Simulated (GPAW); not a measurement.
# MgS (Niningerite): single point with HSE06

MgS (Niningerite):

```
CELL_PARAMETERS angstrom
0.00000 2.60165 2.60165
2.60165 0.00000 2.60165
2.60165 2.60165 0.00000
ATOMIC_POSITIONS crystal
S 0.50000 0.50000 0.50000
Mg 0.00000 0.00000 0.00000
```

* Program: GPAW 26.7.0
* Task: single point
* Functional: HSE06
* Potentials or basis: GPAW PAW data sets (gpaw-data 1.2.1)
* Cutoff: 600 eV
* Basis: pw
* k mesh: 6 × 6 × 6
* Occupations: fermi-dirac, width 0.05 eV
* Spin: no spin polarisation
* Maxiter: 60
* Ranks: 8

```yaml
Band_gap_on_the_k_mesh: 3.85 eV, indirect (least direct gap 4.85 eV)
```

Levels at points of the mesh, in eV from the valence-band top:
```
           k point  band 4  band 5  band 6  band 7  band 8  band 9
(0.00, 0.00, 0.00)  -44.70  -13.95    0.00    0.00    0.00    4.85
(0.50, 0.50, 0.00)  -44.70  -12.13   -4.56   -1.83   -1.83    3.85
(0.50, 0.50, 0.50)  -44.70  -12.53   -5.23   -0.64   -0.64    5.61
```

Wall time 25 min on 8 MPI ranks on AMD EPYC 7R13 Processor (Zen 3) (shared host), peak memory 0.22 GiB a rank.

 A k mesh can miss the band edges.
